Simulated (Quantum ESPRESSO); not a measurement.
# Pt in Quantum ESPRESSO: the effect of functional

The system is Pt.

```
Pt
1.0
     0.00000    1.96090    1.96090
     1.96090    0.00000    1.96090
     1.96090    1.96090    0.00000
Pt
1
Direct
  0.00000 0.00000 0.00000
```

Alike in all runs:

- Program: Quantum ESPRESSO 7.5
- Task: phonon dispersion
- Cutoff: 612 eV
- Density cutoff: 4898 eV
- k mesh: 10 × 10 × 10
- Occupations: cold, width 0.2 eV
- Spin: no spin polarisation

Each run relaxes the cell or the atoms first.

Task: One run gave: relaxed volume 14.98 Å³/atom; highest phonon frequency 199 cm⁻¹. Which functional did it use?
A. PBEsol
B. LDA
C. PBE

Result: A.

| functional | potentials or basis | relaxed volume (Å³/atom) | highest phonon frequency (cm⁻¹) |
| --- | --- | --- | --- |
| LDA | GBRV 1.5 LDA | 14.72 | 205 |
| PBE | GBRV 1.5 PBE | 15.57 | 187 |
| PBEsol | GBRV 1.5 PBEsol | 14.98 | 199 |

Caveats: the mesh is thin for the phonons of a metal.

Not every run made on this cell is shown here.
